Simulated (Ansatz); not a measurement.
# Bi$_{2}$Te$_{3}$, one cell by several methods

```
Bi Te
1.0
     2.23059    1.28783    9.94667
    -2.23059    1.28783    9.94667
     0.00000   -2.57566    9.94667
Bi Te
2 3
Direct
  0.81200 0.81200 0.81200
  0.40200 0.40200 0.40200
  0.61100 0.61100 0.61100
  0.20000 0.20000 0.20000
  0.00000 0.00000 0.00000
```

Atom numbers follow the list: Bi1, Bi2, Te3, Te4, Te5.

The geometry is COD entry 9012858, unchecked; take it as a test cell. The listed cell was then made from it by scaling, straining or moving an atom.

No spin–orbit coupling, which matters for the heavy atoms here.

All numbers are computed: DFT, LDA, PAW with Ansatz's default frozen-core files, scalar-relativistic (Ansatz 0.2.0); DFT, LDA, all-electron PAW with datasets made for the crystal, scalar-relativistic (Ansatz 0.2.0); DFT, LDA, all-electron LAPW, scalar-relativistic (Ansatz 0.2.0).

For PAW: a Γ-centred 8×8×8 k mesh, Fermi–Dirac smearing of 0.08 eV, cutoff 420 eV, no spin polarisation; the PAW files were made with PBE, and the program remakes their frozen cores for this functional. The crystal-made all-electron datasets (AE datasets) take a cutoff of 240 eV at this cell. LAPW targets a basis error of 1 meV/atom. The Ansatz runs share mesh, smearing and spin set-up. Plane-wave (PAW) pressures include the program's estimate of the Pulay term.

Stress and pressure are positive in compression.

The change that made this cell: equal xx and yy strain of +1 %.

| quantity | PAW | AE datasets | LAPW |
| --- | --- | --- | --- |
| pressure (GPa) | -2.76 | -2.75 | -2.74 |
| stress xx (GPa) | -2.47 | -2.46 | -2.45 |
| stress zz (GPa) | -3.35 | -3.33 | -3.33 |
| force on Bi1, z (eV/Å) | -0.650 | -0.652 | -0.652 |
| force on Bi2, z (eV/Å) | -0.431 | -0.431 | -0.431 |
| force on Te3, z (eV/Å) | -0.538 | -0.540 | -0.540 |
| force on Te4, z (eV/Å) | 0.548 | 0.550 | 0.550 |
